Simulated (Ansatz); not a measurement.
**Sc2COS MXene monolayer in a perpendicular field**

What dipole does a perpendicular field induce in the Sc2COS MXene monolayer? A positive field points along +c.

Calculated with Ansatz 0.2.0; plane-wave DFT, PBE-D3(BJ), Ansatz PAW (set soft_1); PAW set soft_1.

**1. The starting structure**

The cell holds 5 atoms: 1 S, 2 Sc, 1 C and 1 O. Its edges and angles: a = 3.226 Å, b = 3.226 Å, c = 41.983 Å, α = 90.0°, β = 90.0°, γ = 120.0°. Vacuum lies along c.

**2. Relaxation**

The starting cell is a guess, so the in-plane lattice and the atoms are relaxed first, with the slab cut off from its images along the normal.

input.yaml reads:

```yaml
crystal:
  lattice:
    - [3.22608, 0.0, 0.0]
    - [-1.61304, 2.7938672346, 0.0]
    - [0.0, 0.0, 41.9830368437]
  atoms:
    - { symbol: S, position: [0.3333333333, 0.6666666667, 0.4346993779] }
    - { symbol: Sc, position: [0.6666666667, 0.3333333333, 0.4772230721] }
    - { symbol: C, position: [0.0, 0.0, 0.5075430612] }
    - { symbol: Sc, position: [0.3333333333, 0.6666666667, 0.5378630502] }
    - { symbol: O, position: [0.6666666667, 0.3333333333, 0.5653006221] }
  periodic: [true, true, false]
kpoints:
  mp_grid: { grid: [12, 12, 1] }
hamiltonian:
  xc: pbe
  dispersion: d3bj
  pseudopotentials: { kind: paw, azcp: { folder: soft_1 } }
scf:
  occupations: { method: fermi_dirac, width: 0.05 }
  convergence: { dr2_threshold: 1.0e-09 }
relax:
  f_tol: 0.004
  max_steps: 90
  cell: {}
output:
  write_potential: true
  write_density: true
  volumetric_format: npy
```

On the command line:

```bash
> ansatz run input.yaml --threads 2 --pin off --max-ram 3072MiB --backend cpu --events-out ev --progress --plain --runs-dir out
```

Numbers of over 12 decimals in the logs are rounded to 6 here.

Log:

```text
Warning: relax.cell: scf.convergence.dr2_threshold = 1e-9 eV is looser than the 2.08572818374e-10 eV advised for a relaxation that steers and ends on the stress (1e-10 eV for each atom of the cell: 5, times the square of relax.cell.stress_2d_tol = 0.05 N/m over 15.5 Å (the atoms' height at the walk's start and 5 Å past either face), 3.229e-2 GPa, over a crystal's default 0.05). What an SCF threshold leaves in a stress goes as its square root, and in the free energy as the threshold itself, and one threshold admits the most on a small cell: [figures from the program's tests cut] Set scf.convergence.dr2_threshold to 2.08572818374e-10 eV or tighter. [rest of the remark cut]
Engine: ansatz 0.2.0, aarch64-unknown-linux-gnu
Pseudopotentials: kind: paw
Pseudopotential: S, paw, valence charge 6, recommended cutoff 420 eV (normal), soft_1/S.paw.azcp
Pseudopotential: Sc, paw, valence charge 11, recommended cutoff 420 eV (normal), soft_1/Sc.paw.azcp
Pseudopotential: C, paw, valence charge 4, recommended cutoff 420 eV (normal), soft_1/C.paw.azcp
Pseudopotential: O, paw, valence charge 6, recommended cutoff 420 eV (normal), soft_1/O.paw.azcp
Functional definition: PBE
  parameter kappa = 0.804
  parameter beta = 0.066725
  exchange = pbe_x(kappa = kappa, mu = beta*pi^2/3)
  correlation = pbe_c(beta = beta)
Crystal: 5 atoms, lattice volume = 378.403 Å³
Basis set: ecut = 420 eV, 7545 PW (Γ), exchange–correlation on 48×48×576 points (8 copies of the dense FFT grid, shifted against one another)
Bands: 24, of which v1, the nominal top of the filled ones, is band 19 counted from 1 (18 counted from 0)
Symmetry: 6 space group operations
Space group: P3m1 (ITA 156), of the structure as read, at distance tolerance 7.2e-5 Å
k-points: 19 of 144 (time reversal used)
Non-local potential: S, projectors of the file, l = 0: 2, l = 1: 2, l = 2: 1
Non-local potential: Sc, projectors of the file, l = 0: 3, l = 1: 2, l = 2: 3, l = 3: 1
Non-local potential: C, projectors of the file, l = 0: 2, l = 1: 2, l = 2: 1
Non-local potential: O, projectors of the file, l = 0: 2, l = 1: 2, l = 2: 1
PAW form: soft (Blöchl's): semilocal exchange-correlation on the pseudo side does not see the compensation charge
PAW one-centre angular grid: S, 110 points (default); XC on 64 Gauss nodes
PAW one-centre angular grid: Sc, 590 points (default); XC on 64 Gauss nodes
PAW one-centre angular grid: C, 110 points (default); XC on 64 Gauss nodes
PAW one-centre angular grid: O, 110 points (default); XC on 64 Gauss nodes
Initial density: superposition of atomic densities (neutral atoms: chi_scale 0, normalization atom)
Initial wavefunctions: pseudopotential atomic-orbital guess
Functional: x = pbe(κ = 0.804, μ = 0.219515), c = pbe(β = 0.066725)
SCF iter   1: F=—  HF=-6002.614463 eV  |F-HF|=—  |Δ(HF+E_count)|=         —  Δρ=6.69e-2  dr2=8.38e1  ethr=3.10e-3  ⟨swp⟩=12.4  Hψ=3454  notcnv=0
preconditioner: auto → LDOS  [metal: Δε(μ)=0.075 eV  Ē_g=9.118 eV  σ=0.050 eV  W_gap=0.32  n_scr=24 (ndim 8)  ℏωp=9.0 eV  f_vac=0.778  D(μ)=1.40/eV (n_scr^D=10)  β→1.0]
SCF iter   2: F=—  HF=-6247.528272 eV  |F-HF|=—  |Δ(HF+E_count)|=    2.45e2  Δρ=3.19e-1  dr2=5.57e3  ethr=3.10e-3  ⟨swp⟩=32.1  Hψ=9708  notcnv=0  defer=43  recentre
SCF iter   3: F=—  HF=-6000.874551 eV  |F-HF|=—  |Δ(HF+E_count)|=    2.47e2  Δρ=4.85e-2  dr2=8.05e1  ethr=3.10e-3  ⟨swp⟩=15.4  Hψ=5183  notcnv=0  defer=24
SCF iter   4: F=—  HF=-5996.752191 eV  |F-HF|=—  |Δ(HF+E_count)|=    4.12e0  Δρ=2.37e-2  dr2=1.62e1  ethr=3.10e-3  ⟨swp⟩=9.5  Hψ=1784  notcnv=0  defer=36
SCF iter   5: F=—  HF=-5996.906951 eV  |F-HF|=—  |Δ(HF+E_count)|=   1.55e-1  Δρ=2.57e-2  dr2=1.68e1  ethr=3.10e-3  ⟨swp⟩=7.6  Hψ=1475  notcnv=0  defer=28
SCF iter   6: F=—  HF=-5996.176460 eV  |F-HF|=—  |Δ(HF+E_count)|=   7.30e-1  Δρ=9.02e-3  dr2=3.15e0  ethr=3.10e-3  ⟨swp⟩=5.9  Hψ=1081  notcnv=0  defer=20
SCF iter   7: F=—  HF=-5996.093590 eV  |F-HF|=—  |Δ(HF+E_count)|=   8.29e-2  Δρ=4.90e-3  dr2=1.19e0  ethr=3.10e-3  ⟨swp⟩=2.9  Hψ=643  notcnv=0  defer=8
SCF iter   8: F=—  HF=-5996.025979 eV  |F-HF|=—  |Δ(HF+E_count)|=   6.76e-2  Δρ=2.81e-3  dr2=2.75e-1  ethr=3.10e-3  ⟨swp⟩=2.9  Hψ=551  notcnv=0  defer=5
SCF iter   9: F=—  HF=-5995.982319 eV  |F-HF|=—  |Δ(HF+E_count)|=   4.37e-2  Δρ=2.80e-3  dr2=8.92e-1  ethr=7.22e-4  ⟨swp⟩=4.2  Hψ=742  notcnv=0  defer=9  recentre
SCF iter  10: F=—  HF=-5995.964252 eV  |F-HF|=—  |Δ(HF+E_count)|=   1.81e-2  Δρ=1.94e-3  dr2=2.75e-1  ethr=7.22e-4  ⟨swp⟩=4.5  Hψ=670  notcnv=0  defer=10
SCF iter  11: F=—  HF=-5995.988267 eV  |F-HF|=—  |Δ(HF+E_count)|=   2.40e-2  Δρ=1.12e-2  dr2=3.91e0  ethr=7.22e-4  ⟨swp⟩=3.5  Hψ=804  notcnv=0  defer=2  recentre
SCF iter  12: F=—  HF=-5995.881776 eV  |F-HF|=—  |Δ(HF+E_count)|=   1.06e-1  Δρ=1.32e-3  dr2=5.36e-2  ethr=7.22e-4  ⟨swp⟩=5.3  Hψ=933  notcnv=0  defer=10
SCF iter  13: F=—  HF=-5995.879051 eV  |F-HF|=—  |Δ(HF+E_count)|=   2.72e-3  Δρ=3.59e-4  dr2=1.49e-3  ethr=1.41e-4  ⟨swp⟩=3.6  Hψ=695  notcnv=0  defer=7
SCF iter  14: F=—  HF=-5995.879238 eV  |F-HF|=—  |Δ(HF+E_count)|=   1.87e-4  Δρ=1.60e-4  dr2=1.26e-4  ethr=3.92e-6  ⟨swp⟩=3.3  Hψ=936  notcnv=0  defer=4
SCF iter  15: F=—  HF=-5995.879250 eV  |F-HF|=—  |Δ(HF+E_count)|=   1.16e-5  Δρ=5.41e-5  dr2=1.32e-5  ethr=3.33e-7  ⟨swp⟩=3.3  Hψ=937  notcnv=0  defer=3
SCF iter  16: F=—  HF=-5995.879259 eV  |F-HF|=—  |Δ(HF+E_count)|=   9.85e-6  Δρ=1.67e-5  dr2=1.31e-6  ethr=3.47e-8  ⟨swp⟩=3.5  Hψ=1009  notcnv=0  defer=3
SCF iter  17: F=—  HF=-5995.879264 eV  |F-HF|=—  |Δ(HF+E_count)|=   4.98e-6  Δρ=6.44e-6  dr2=1.48e-7  ethr=3.44e-9  ⟨swp⟩=2.9  Hψ=1065  notcnv=0  defer=2
SCF iter  18: F=—  HF=-5995.879265 eV  |F-HF|=—  |Δ(HF+E_count)|=   1.14e-7  Δρ=1.59e-6  dr2=1.52e-8  ethr=3.89e-10  ⟨swp⟩=2.9  Hψ=940  notcnv=0  defer=2
SCF iter  19: F=-5995.879265 eV  HF=-5995.879265 eV  |F-HF|=1.31e-8  |Δ(HF+E_count)|=   3.29e-8  Δρ=4.21e-7  dr2=8.30e-10  ethr=2.63e-12  ⟨swp⟩=12.2  Hψ=4496  notcnv=0
SCF 1 converged in 19 iterations: F = -5995.879265 eV  dr2 = 8.30e-10
  greatest PAW one-centre occupation: 0.998 electrons in one spin orbital (limit 2), on the Sc atom at site 3 (counted from 0), in its partial waves of l = 0
relax step   1: F+E_penalty+E_count = -5995.87926455 eV  Δ(F+E_penalty+E_count) = +0.000e0 eV  max|allowed force component| = 5.010e0 eV/Å  Δτ_max = 0.0000 Å  P = +2.606 N/m  Ω = 378.403 Å³  fix = [c, alpha, beta]  reactions: c +0.000 N/m  (19 SCF iters, accepted)
Crystal: 5 atoms, lattice volume = 386.216 Å³
Basis set: ecut = 420 eV, 7713 PW (Γ), exchange–correlation on 48×48×576 points (8 copies of the dense FFT grid, shifted against one another)
[...]
[... from here on, the SCF cycles and remarks between the steps are left out ...]
relax step   4: F+E_penalty+E_count = -5996.99548922 eV  Δ(F+E_penalty+E_count) = -2.160e-2 eV  max|allowed force component| = 1.100e-1 eV/Å  Δτ_max = 0.0769 Å  P = +0.056 N/m  Ω = 394.521 Å³  energy of the carried Pulay correction = -2.612e-3 eV  fix = [c, alpha, beta]  reactions: c +0.000 N/m  (10 SCF iters, accepted)
relax step   5: F+E_penalty+E_count = -5996.99638003 eV  Δ(F+E_penalty+E_count) = -8.908e-4 eV  max|allowed force component| = 3.800e-2 eV/Å  Δτ_max = 0.0190 Å  P = -0.006 N/m  Ω = 395.651 Å³  energy of the carried Pulay correction = -2.791e-3 eV  fix = [c, alpha, beta]  reactions: c -0.000 N/m  (10 SCF iters, accepted)
relax step   6: F+E_penalty+E_count = -5996.99643172 eV  Δ(F+E_penalty+E_count) = -5.170e-5 eV  max|allowed force component| = 2.158e-2 eV/Å  Δτ_max = 0.0059 Å  P = +0.005 N/m  Ω = 395.727 Å³  energy of the carried Pulay correction = -2.803e-3 eV  fix = [c, alpha, beta]  reactions: c +0.000 N/m  (10 SCF iters, accepted)
relax step   7: F+E_penalty+E_count = -5996.99647133 eV  Δ(F+E_penalty+E_count) = -3.961e-5 eV  max|allowed force component| = 1.198e-2 eV/Å  Δτ_max = 0.0027 Å  P = +0.018 N/m  Ω = 395.640 Å³  energy of the carried Pulay correction = -2.790e-3 eV  fix = [c, alpha, beta]  reactions: c +0.000 N/m  (9 SCF iters, accepted)
relax step   8: F+E_penalty+E_count = -5996.99646921 eV  Δ(F+E_penalty+E_count) = +2.118e-6 eV  max|allowed force component| = 2.872e-4 eV/Å  Δτ_max = 0.0009 Å  P = +0.001 N/m  Ω = 395.708 Å³  energy of the carried Pulay correction = -2.800e-3 eV  fix = [c, alpha, beta]  reactions: c +0.000 N/m  (7 SCF iters, accepted)
relax step   9: F+E_penalty+E_count = -5997.00022661 eV  Δ(F+E_penalty+E_count) = -3.757e-3 eV  max|allowed force component| = 5.489e-4 eV/Å  Δτ_max = 0.0000 Å  P = +0.083 N/m  Ω = 395.708 Å³  fix = [c, alpha, beta]  reactions: c +0.000 N/m  stress off target by 8.29e-2 N/m on what of the cell is left free  SCF on the basis re-selected at this cell (its energy is not comparable with the rows above)  (6 SCF iters)
relax step  10: F+E_penalty+E_count = -5997.00020333 eV  Δ(F+E_penalty+E_count) = +2.328e-5 eV  max|allowed force component| = 2.287e-3 eV/Å  Δτ_max = 0.0014 Å  P = +0.025 N/m  Ω = 396.012 Å³  energy of the carried Pulay correction = -4.700e-5 eV  fix = [c, alpha, beta]  reactions: c +0.000 N/m  (7 SCF iters, accepted)
iter 1 solved again at ethr=1.34e-6 eV; its pass at ethr=3.10e-3 eV (dr2=5.08e-4 eV) is discarded
SCF iter   1: F=—  HF=-5997.000169 eV  |F-HF|=—  |Δ(HF+E_count)|=         —  Δρ=8.38e-6  dr2=8.31e-8  ethr=1.34e-6  ⟨swp⟩=5.1  Hψ=4797  notcnv=0
eigensolver tolerance schedule: the retry pair's looser diagonalisation over-reported the residual by 6110.15 of it (diagonalisation noise at an unbounded share of the residual, at the tolerance the schedule requests for it); recorded, not acted on — ethr = c·dr2/N_el stays at c = 1.0e-1
preconditioner: auto → LDOS  [metal: Δε(μ)=0.082 eV  Ē_g=8.096 eV  σ=0.050 eV  W_gap=0.39  n_scr=24 (ndim 8)  ℏωp=8.8 eV  f_vac=0.791  D(μ)=2.87/eV (n_scr^D=14)  β→1.0]
SCF iter   2: F=—  HF=-5997.000264 eV  |F-HF|=—  |Δ(HF+E_count)|=   9.42e-5  Δρ=5.60e-6  dr2=2.70e-7  ethr=2.19e-10  ⟨swp⟩=6.1  Hψ=1765  notcnv=0
SCF iter   3: F=—  HF=-5997.000264 eV  |F-HF|=—  |Δ(HF+E_count)|=   1.51e-8  Δρ=1.68e-6  dr2=1.86e-8  ethr=2.19e-10  ⟨swp⟩=3.2  Hψ=829  notcnv=0
SCF iter   4: F=—  HF=-5997.000264 eV  |F-HF|=—  |Δ(HF+E_count)|=   1.75e-9  Δρ=6.86e-7  dr2=4.14e-9  ethr=4.91e-11  ⟨swp⟩=2.7  Hψ=675  notcnv=0
SCF iter   5: F=-5997.000264 eV  HF=-5997.000264 eV  |F-HF|=2.73e-11  |Δ(HF+E_count)|=   1.41e-9  Δρ=2.50e-7  dr2=4.61e-10  ethr=2.63e-12  ⟨swp⟩=13.5  Hψ=4268  notcnv=0
SCF 11 converged in 5 iterations: F = -5997.000264 eV  dr2 = 4.61e-10
relax step  11: F+E_penalty+E_count = -5997.00026363 eV  Δ(F+E_penalty+E_count) = -6.030e-5 eV  max|allowed force component| = 2.281e-3 eV/Å  Δτ_max = 0.0000 Å  P = +0.025 N/m  Ω = 396.012 Å³  fix = [c, alpha, beta]  reactions: c +0.000 N/m  stress off target by 2.52e-2 N/m on what of the cell is left free  SCF on the basis re-selected at this cell (its energy is not comparable with the rows above)  (5 SCF iters)
basis re-selected at this cell: Δ(F+E_penalty+E_count) = -6.030e-5 eV, ΔP = +0.000 N/m vs the last step (what re-selecting the basis moved, of the pressure what is left beyond the Pulay correction that the steps carried, after the strain that the cell walked since its last selection, with what the two solves' SCF thresholds leave and, on support functions, any second-order correction that the steps lacked; it is no m [...]
WARN: The output density's exchange-correlation potential varies sharply where the density is thin. Do not read a vacuum level from v_tot or v_xc, or from such a field of the output density. On a cell that repeats whose density bears no net charge and no dipole along the vacuum's axis use v_es (v_loc + v_h of the components); under efield.dipole_correction with no amplitude use v_es + v_field, which holds any externa [...]
SCF converged after 5 iterations
Free energy (F): -5997.000264 eV
Harris-Foulkes:  -5997.000264 eV  (|F-HF|=2.73e-11)
Internal energy: -5996.976399 eV  (E = F + TS)
E sigma→0 (E₀):  -5996.988331 eV
Entropy (-TS):   -0.023864 eV (-4.773 meV/atom)
Fermi energy:    -6.405082 eV
--- Per-component energies (eV) ---
  E_band       = -855.367011
  E_kinetic    = 773.661812
  E_local      = -117032.433867  (includes V_loc(G=0)·N_el)
  E_nonlocal   = 392.112193
  E_hartree    = 57928.689214
  E_xc         = -380.001373
  E_vxc        = -444.034198  (∫ρ·V_xc dr)
  E_paw        = -2849.864671  (= ΣΔE_a)
  E_vpaw       = -402.050590  (= ΣTr[D̂ρ^β])
  E_aug_tail   = 0.000884  (compensation charges beyond the density's cutoff)
  E_ewald      = 55172.009203
  E_disp       = -1.149794  (pairwise vdW)
  E_smearing   = -0.023864  (= −TS)
  E_closure    = -0.000000  (closes the sum)
  Σ components = -5997.000264   (vs F -5997.000264, Δ=0.00e0)
--- Forces (eV/Å), atoms counted from 1 ---
  atom   1  S     -0.00000000    -0.00000000     0.00023947
  atom   2  Sc     0.00000000     0.00000000     0.00001628
  atom   3  C      0.00000000     0.00000000     0.00007865
  atom   4  Sc     0.00000000     0.00000000    -0.00228300
  atom   5  O      0.00000000    -0.00000000     0.00193791
  max |Σ_I F_I| component: 1.07e-5 eV/Å
--- 2D stress c σ (N/m, compression-positive) ---
        0.025244       0.000000      -0.000000
       -0.000000       0.025244      -0.000000
       -0.000000      -0.000000       0.000000
  P = ½ c Tr σ = 0.0252 N/m
--- Band table (eV; the first three rows and the last of 19) ---
  k-point 0: bands = [... 15 lower, -6.7784, -6.7784, -6.4506, -4.9099, -4.9099, -2.7223, -2.7223, -2.6585, ... 1 higher]
  k-point 1: bands = [... 15 lower, -7.1609, -6.7721, -6.1882, -5.4296, -5.1129, -2.8259, -2.5453, -2.4650, ... 1 higher]
  k-point 2: bands = [... 15 lower, -7.6087, -6.7756, -6.5269, -6.0310, -5.5106, -3.1246, -2.3055, -2.2568, ... 1 higher]
  k-point 18: bands = [... 15 lower, -8.6335, -8.2364, -7.6637, -7.2721, -6.9285, -2.7302, -2.0239, -1.7595, ... 1 higher]
  the weakly bound empty levels are not read free of the cell's end (no_gap_told)
--- Relaxed structure (9 steps of the walk, 9 accepted, 2 SCFs on fresh bases) ---
  F+E_penalty+E_count = -5997.00026363 eV   max|allowed force component| = 2.281e-3 eV/Å   (the final SCF, on the basis selected at the relaxed cell)
  cell:  # Å, volume = 396.0119 Å³
    - [3.300288, 2.7462543469269197e-18, 0]
    - [-1.650144, 2.858133, 0]
    - [0, 0, 41.9830368437]
  atoms:
    - { symbol: S, position: [0.333333, 0.666667, 0.436382] }
    - { symbol: Sc, position: [0.666667, 0.333333, 0.475294] }
    - { symbol: C, position: [-1.2267025442716803e-18, 0, 0.504996] }
    - { symbol: Sc, position: [0.333333, 0.666667, 0.544537] }
    - { symbol: O, position: [0.666667, 0.333333, 0.561419] }
```

The job ended after 2.3 min (2 threads of Arm Neoverse V1, shared host; peak memory 0.63 GiB; 4.5 min of CPU time).

Relaxation path:

| step | energy less that of the first step (eV) | largest force component (eV/Å) | volume (Å³) |
| --- | --- | --- | --- |
| 1 | 0.0000 | 5.0102 | 378.40 |
| 2 | -0.9382 | 1.8801 | 386.22 |
| 3 | -1.0946 | 0.5709 | 394.53 |
| 4 | -1.1162 | 0.1100 | 394.52 |
| 5 | -1.1171 | 0.0380 | 395.65 |
| 6 | -1.1172 | 0.0216 | 395.73 |
| 7 | -1.1172 | 0.0120 | 395.64 |
| 8 | -1.1172 | 0.0003 | 395.71 |
| 9* | -1.1210 | 0.0005 | 395.71 |
| 10 | -1.1209 | 0.0023 | 396.01 |
| 11* | -1.1210 | 0.0023 | 396.01 |

Relaxation steps marked * repeat the geometry before them on a plane-wave basis chosen anew for their cell, so energy and pressure can jump there.

The run keeps the 6 symmetry operations that it works with, so distortions that break them were not tested.

| cell as run | before | after | change |
| --- | --- | --- | --- |
| a (Å) | 3.226 | 3.300 | +2.3 % |
| b (Å) | 3.226 | 3.300 | +2.3 % |

The atoms that moved most (Å, along periodic axes as changes of fractional coordinates times the final cell, across vacuum about the mean position):

| atom | dx | dy | dz | length |
| --- | --- | --- | --- | --- |
| Sc4 | 0.000 | 0.000 | 0.280 | 0.280 |
| O5 | 0.000 | 0.000 | -0.163 | 0.163 |
| C3 | 0.000 | 0.000 | -0.107 | 0.107 |
| Sc2 | 0.000 | 0.000 | -0.081 | 0.081 |
| S1 | 0.000 | 0.000 | 0.071 | 0.071 |

Final coordinates:

```cif
data_structure
_symmetry_space_group_name_H-M 'P 1'
_symmetry_Int_Tables_number 1
_cell_length_a 3.3003
_cell_length_b 3.3003
_cell_length_c 41.9830
_cell_angle_alpha 90.000
_cell_angle_beta 90.000
_cell_angle_gamma 120.000
_cell_volume 396.01
loop_
_atom_site_label
_atom_site_type_symbol
_atom_site_fract_x
_atom_site_fract_y
_atom_site_fract_z
_atom_site_occupancy
S1 S 0.33333 0.66667 0.43638 1
Sc2 Sc 0.66667 0.33333 0.47529 1
C3 C 0.00000 0.00000 0.50500 1
Sc4 Sc 0.33333 0.66667 0.54454 1
O5 O 0.66667 0.33333 0.56142 1
```

This step gave:

```
energy at zero smearing : -5996.9883 eV
```

The lattice constant a goes from 3.226 to 3.300 Å.

(Part 1 of 2 ends here.)

[Logs are printed without paths, hosts, clocks, repeated set-up lines and the standing remarks that a program may print on its own settings, such as how far it seeks lower states.]

[Hosts, paths, dates, database ids (printed as entryN), source tags and the programs' standing remarks are cut or masked in the printed files.]

[Maps of the electrostatic potential energy from Ansatz leave out the sawtooth potential of an applied field or a dipole correction, so their vacuum need not be flat; planar profiles and work functions include it.]
